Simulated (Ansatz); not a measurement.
**One structure, 3 elements: BN, BP, BAs**

Plane-wave DFT in Ansatz with scalar-relativistic PAW potentials, cutoff 500 eV, Γ-centred meshes chosen by cell and gap, Gaussian smearing with energies taken to zero width. Every cell was relaxed (cell and atoms) in a run of its own, within the symmetry of its start. Functional: r2SCAN.

All members share space group F-43m and the same sites; only the element on one set of sites changes (N, P, As). Members needn't be the stable form of their composition. Energies over the elements, where given, are against the elements' standard states in the same functional (H₂, N₂, O₂ and halogens uncorrected, Hg as a solid). The first member:

Space group F-43m (No. 216). a = 3.610 Å, b = 3.610 Å, c = 3.610 Å, α = 90.00°, β = 90.00°, γ = 90.00°
| atom | site | symmetry | x | y | z |
| --- | --- | --- | --- | --- | --- |
| B | 4a | -43m | 0.0000 | 0.0000 | 0.0000 |
| N | 4c | -43m | 0.2500 | 0.2500 | 0.2500 |

| compound | V (Å³/atom) | a (Å) | gap on mesh (eV) | energy over elements (eV/atom) |
| --- | --- | --- | --- | --- |
| BN | 5.88 | 3.610 | 5.00 | -1.320 |
| BAs | 13.68 | 4.784 | 1.37 | -0.102 |

**Question.** Predict the member with P.

**Answer.** V (Å³/atom) 11.67, a (Å) 4.537, gap on mesh (eV) 1.41, energy over elements (eV/atom) -0.484. Interpolating linearly in period between N and As would give 9.78 Å³/atom (16.2 % too small) and a gap of 3.19 eV, with -0.711 eV/atom over the elements. Over the whole series the volume grows at each step down the group; the gap narrows; binding against the elements weakens. The p levels of the anion rise down the group and lift the valence band, the usual cause of such narrowing. Less electronegative, larger anions gain less from charge transfer and lattice energy, in line with the weaker binding.